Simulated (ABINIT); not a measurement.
InP:

```xyz
2
Lattice="0.0000 2.9305 2.9305 2.9305 0.0000 2.9305 2.9305 2.9305 0.0000" Properties=species:S:1:pos:R:3 pbc="T T T"
In    0.0000    0.0000    0.0000
P     4.3957    4.3957    4.3957
```

Base run:

* Program: ABINIT 10.8.3 (patched build)
* Functional: OLYP
* Potentials or basis: JTH PAW PBE v2.0 sp
* Cutoff: 544 eV
* k mesh: 8 × 8 × 8
* Occupations: fermi-dirac, width 0.05 eV
* Spin: no spin polarisation

Its results: band gap on the k mesh 1.08 eV, direct.

After a change of settings the same cell gave: band gap on the k mesh 0.81 eV, direct. Which change was it?
A. functional from OLYP to HLE16; potentials or basis from JTH PAW PBE v2.0 sp to JTH PAW PBE v2.0; valence electrons from 8 to 18
B. functional from OLYP to AM05
C. functional from OLYP to LDA-PZ; potentials or basis from JTH PAW PBE v2.0 sp to JTH PAW LDA v2.0; valence electrons from 8 to 18
D. functional from OLYP to HCTH407

B.

Caveats: spin-orbit coupling is left out, which moves the levels of the heavy elements; this set keeps more shells in the core, which shifts pressures and gaps.

Runs at the PBE level aren't shown here.
